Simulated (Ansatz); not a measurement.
Input for Ansatz (plane-wave DFT, PAW):

```yaml
crystal:
  lattice:
    - [3.1612401141, 0.0, 0.0]
    - [-1.580620057, 2.7377142462, 0.0]
    - [0.0, 0.0, 5.0676464304]
  atoms:
    - { symbol: Al, position: [0.3333333333, 0.6666666667, -0.0007713538] }
    - { symbol: Al, position: [0.6666666667, 0.3333333333, 0.4992286462] }
    - { symbol: "N", position: [0.3333333333, 0.6666666667, 0.3807713538] }
    - { symbol: "N", position: [0.6666666667, 0.3333333333, 0.8807713538] }
basis:
  ecutwfc: 420
kpoints:
  mp_grid: { grid: [9, 9, 6] }
hamiltonian:
  xc: pbe
scf:
  occupations: { method: gaussian, width: 0.02 }
output:
  forces: true
  stress: true
  eigenvalues: true
relax:
  adjacent_minimum: "off"
  f_tol: 0.01
  max_steps: 30
  cell: { stress_tol: 0.1, fix: [volume] }
```

Command:
```bash
ansatz run input.yaml --threads 1 --pin off --max-ram 2560MiB --backend cpu --events-out ev --progress --plain --runs-dir out
```

All numbers below come from Ansatz 0.2.0, DFT PBE, scalar-relativistic, plane waves, PAW.

Part of what the program printed, abridged:

```
Pseudopotentials: kind: paw
Pseudopotential: Al, paw, valence charge 3, recommended cutoff 420 eV (normal)
Pseudopotential: N, paw, valence charge 5, recommended cutoff 420 eV (normal)
Functional definition: PBE
Crystal: 4 atoms, lattice volume = 43.858 Å³
Basis set: ecut = 420 eV, 845 PW (Γ), exchange–correlation on 48×48×72 points (8 copies of the dense FFT grid, shifted against one another)
Bands: 12, of which v1, the nominal top of the filled ones, is band 8 counted from 1 (7 counted from 0)
Symmetry: 12 space group operations
Space group: P63mc (ITA 186), of the structure as read, at distance tolerance 3.5e-5 Å
k-points: 48 of 486 (time reversal used)
Initial density: superposition of atomic densities (neutral atoms: chi_scale 0, normalization atom), corrected by the library's trained network
Initial wavefunctions: pseudopotential atomic-orbital guess
Functional: x = pbe(κ = 0.804, μ = 0.21951497), c = pbe(β = 0.06672455)
SCF iter   1: F=—  HF=-1848.485871 eV  |F-HF|=—  |Δ(HF+E_count)|=         —  Δρ=8.08e-4  dr2=1.30e-4  ethr=1.77e-3  ⟨swp⟩=6.2  Hψ=3879  notcnv=0
SCF iter   2: F=—  HF=-1848.486183 eV  |F-HF|=—  |Δ(HF+E_count)|=   3.11e-4  Δρ=3.88e-4  dr2=1.95e-5  ethr=8.14e-7  ⟨swp⟩=2.2  Hψ=1384  notcnv=0
SCF iter   3: F=—  HF=-1848.486011 eV  |F-HF|=—  |Δ(HF+E_count)|=   1.71e-4  Δρ=6.99e-5  dr2=1.00e-6  ethr=1.22e-7  ⟨swp⟩=2.2  Hψ=921  notcnv=0
SCF iter   4: F=-1848.486014 eV  HF=-1848.486014 eV  |F-HF|=1.22e-8  |Δ(HF+E_count)|=   2.60e-6  Δρ=9.92e-6  dr2=1.88e-8  ethr=6.27e-9  ⟨swp⟩=2.0  Hψ=944  notcnv=0
SCF iter   5: F=-1848.486014 eV  HF=-1848.486014 eV  |F-HF|=8.48e-10  |Δ(HF+E_count)|=   1.50e-8  Δρ=2.49e-6  dr2=1.31e-9  ethr=1.17e-10  ⟨swp⟩=2.6  Hψ=989  notcnv=0
SCF iter   6: F=-1848.486014 eV  HF=-1848.486014 eV  |F-HF|=9.09e-12  |Δ(HF+E_count)|=  3.55e-10  Δρ=3.01e-7  dr2=1.62e-11  ethr=8.19e-12  ⟨swp⟩=1.5  Hψ=1656  notcnv=0
SCF 1 converged in 6 iterations: F = -1848.486014 eV  dr2 = 1.62e-11
relax step   1: F+E_penalty+E_count = -1848.48601396 eV  Δ(F+E_penalty+E_count) = +0.000e0 eV  max|allowed force component| = 1.014e-2 eV/Å  Δτ_max = 0.0000 Å  P = -5.391 GPa  Ω = 43.858 Å³  fix = [volume]  reactions: volume -5.391 GPa (6 SCF iters, dr2 threshold 1.00e-7 eV, accepted)
Initial density: handed on by an earlier stage of this run
Initial wavefunctions: those handed on with the density
SCF iter   1: F=—  HF=-1848.486348 eV  |F-HF|=—  |Δ(HF+E_count)|=         —  Δρ=1.48e-4  dr2=7.95e-6  ethr=3.44e-8  ⟨swp⟩=2.3  Hψ=3935  notcnv=0
SCF iter   2: F=—  HF=-1848.486089 eV  |F-HF|=—  |Δ(HF+E_count)|=   2.58e-4  Δρ=6.56e-5  dr2=1.39e-6  ethr=3.44e-8  ⟨swp⟩=2.6  Hψ=953  notcnv=0
SCF iter   3: F=-1848.486089 eV  HF=-1848.486089 eV  |F-HF|=6.08e-9  |Δ(HF+E_count)|=   1.44e-7  Δρ=6.27e-6  dr2=7.95e-9  ethr=8.69e-9  ⟨swp⟩=2.0  Hψ=960  notcnv=0
SCF iter   4: F=-1848.486089 eV  HF=-1848.486089 eV  |F-HF|=3.64e-10  |Δ(HF+E_count)|=   6.56e-9  Δρ=1.57e-6  dr2=4.49e-10  ethr=4.97e-11  ⟨swp⟩=2.1  Hψ=972  notcnv=0
SCF iter   5: F=-1848.486089 eV  HF=-1848.486089 eV  |F-HF|=9.55e-12  |Δ(HF+E_count)|=  4.42e-10  Δρ=2.33e-7  dr2=1.74e-11  ethr=2.81e-12  ⟨swp⟩=2.4  Hψ=977  notcnv=0
SCF iter   6: F=-1848.486089 eV  HF=-1848.486089 eV  |F-HF|=4.55e-13  |Δ(HF+E_count)|=  1.59e-12  Δρ=4.53e-8  dr2=3.80e-13  ethr=1.00e-12  ⟨swp⟩=1.0  Hψ=1344  notcnv=0
SCF 2 converged in 6 iterations: F = -1848.486089 eV  dr2 = 3.80e-13
relax step   2: F+E_penalty+E_count = -1848.48608928 eV  Δ(F+E_penalty+E_count) = -7.532e-5 eV  max|allowed force component| = 5.099e-3 eV/Å  Δτ_max = 0.0008 Å  P = -5.375 GPa  Ω = 43.858 Å³  energy of the carried Pulay correction = +1.111e-14 eV  fix = [volume]  reactions: volume -5.375 GPa (6 SCF iters, dr2 threshold 1.48e-7 eV, accepted)
Initial wavefunctions: pseudopotential atomic-orbital guess (no wavefunctions were taken with the density)
SCF iter   1: F=—  HF=-1848.486359 eV  |F-HF|=—  |Δ(HF+E_count)|=         —  Δρ=8.21e-6  dr2=5.17e-9  ethr=8.93e-9  ⟨swp⟩=3.1  Hψ=5586  notcnv=0
SCF iter   2: F=—  HF=-1848.486103 eV  |F-HF|=—  |Δ(HF+E_count)|=   2.56e-4  Δρ=3.61e-6  dr2=1.50e-9  ethr=3.23e-11  ⟨swp⟩=3.3  Hψ=1234  notcnv=0
SCF iter   3: F=—  HF=-1848.486103 eV  |F-HF|=—  |Δ(HF+E_count)|=   1.33e-9  Δρ=2.41e-6  dr2=5.52e-10  ethr=9.36e-12  ⟨swp⟩=1.0  Hψ=576  notcnv=0
SCF iter   4: F=-1848.486103 eV  HF=-1848.486103 eV  |F-HF|=1.09e-11  |Δ(HF+E_count)|=   1.45e-9  Δρ=2.26e-7  dr2=7.31e-12  ethr=3.45e-12  ⟨swp⟩=2.7  Hψ=960  notcnv=0
SCF iter   5: F=-1848.486103 eV  HF=-1848.486103 eV  |F-HF|=2.05e-12  |Δ(HF+E_count)|=  1.27e-11  Δρ=1.06e-7  dr2=1.48e-12  ethr=1.00e-12  ⟨swp⟩=1.0  Hψ=576  notcnv=0
SCF iter   6: F=-1848.486103 eV  HF=-1848.486103 eV  |F-HF|=4.55e-13  |Δ(HF+E_count)|=  1.14e-12  Δρ=5.87e-8  dr2=4.21e-13  ethr=1.00e-12  ⟨swp⟩=1.0  Hψ=576  notcnv=0
SCF iter   7: F=-1848.486103 eV  HF=-1848.486103 eV  |F-HF|=9.09e-13  |Δ(HF+E_count)|=    0.00e0  Δρ=2.56e-8  dr2=8.19e-14  ethr=1.00e-12  ⟨swp⟩=1.0  Hψ=576  notcnv=0
SCF iter   8: F=-1848.486103 eV  HF=-1848.486103 eV  |F-HF|=4.55e-13  |Δ(HF+E_count)|=  4.55e-13  Δρ=1.22e-8  dr2=1.78e-14  ethr=1.00e-12  ⟨swp⟩=1.0  Hψ=1344  notcnv=0
SCF 3 converged in 8 iterations: F = -1848.486103 eV  dr2 = 1.78e-14
SCF converged after 8 iterations
Free energy (F): -1848.486103 eV
Harris-Foulkes:  -1848.486103 eV  (|F-HF|=4.55e-13)
Internal energy: -1848.486103 eV  (E = F + TS)
E sigma→0 (E₀):  -1848.486103 eV
Fermi energy:    8.522413 eV
--- Per-component energies (eV) ---
  E_band       = 23.899071
  E_kinetic    = 314.766318
  E_local      = -456.988825  (includes V_loc(G=0)·N_el)
  E_nonlocal   = 110.003023
  E_hartree    = 158.194161
  E_xc         = -202.496055
  E_vxc        = -214.403283  (∫ρ·V_xc dr)
  E_paw        = -1189.675607  (= ΣΔE_a)
  E_vpaw       = -45.866678  (= ΣTr[D̂ρ^β])
  E_aug_tail   = 0.000196  (compensation charges beyond the density's cutoff)
  E_ewald      = -582.289314
  E_smearing   =  0.000000  (= −TS)
--- Forces (eV/Å), atoms counted from 1 ---
  atom   1  Al     0.00000000     0.00000000     0.00508611
  atom   2  Al     0.00000000     0.00000000     0.00508611
  atom   3  N      0.00000000     0.00000000    -0.00509056
  atom   4  N      0.00000000     0.00000000    -0.00509056
--- Stress (GPa, compression-positive) ---
       -5.381936       0.000000       0.000000
        0.000000      -5.381936       0.000000
        0.000000       0.000000      -5.360950
  P = ⅓ Tr σ = -5.3749 GPa (-53.749 kbar)
--- Band table (eV; the first three rows and the last of 48) ---
  k-point 0: bands = ["-8.2454", "-6.2613", "0.8653", "5.8164", "5.8164", "6.4451", "6.4451", "6.6288", "10.4160", "12.9102", "16.8451", "17.4727"]
  k-point 1: bands = ["-8.1457", "-6.4487", "1.2106", "5.8564", "5.8564", "6.0232", "6.4007", "6.4007", "10.9257", "12.9722", "16.6751", "17.4464"]
  k-point 2: bands = ["-7.8570", "-6.8995", "2.1258", "4.7618", "5.9669", "5.9669", "6.2814", "6.2814", "11.8881", "13.0222", "16.4048", "17.3665"]
  k-point 47: bands = ["-5.8815", "-5.8815", "1.9471", "1.9471", "2.9634", "2.9634", "5.8514", "5.8514", "13.8864", "13.8864", "14.1693", "14.1693"]
--- Relaxed structure (2 steps of the walk, 2 accepted, 1 SCFs on fresh bases) ---
  F+E_penalty+E_count = -1848.48610283 eV   max|allowed force component| = 5.088e-3 eV/Å   (the final SCF, on the basis selected at the relaxed cell)
  cell:  # Å, volume = 43.8583 Å³
    - [3.15969501, 0.0, 0.0]
    - [-1.57984750, 2.73637615, 0.0]
    - [0.0, 0.0, 5.07260381]
  atoms:
    - { symbol: Al, position: [0.33333333, 0.66666666, -0.00060729] }
    - { symbol: Al, position: [0.66666666, 0.33333333, 0.49939270] }
    - { symbol: N, position: [0.33333333, 0.66666666, 0.38060729] }
    - { symbol: N, position: [0.66666666, 0.33333333, 0.88060729] }
```

The relaxation met its thresholds.

It took 8 s on 1 thread of Arm Neoverse V2, on a shared host, peak memory 0.32 GiB.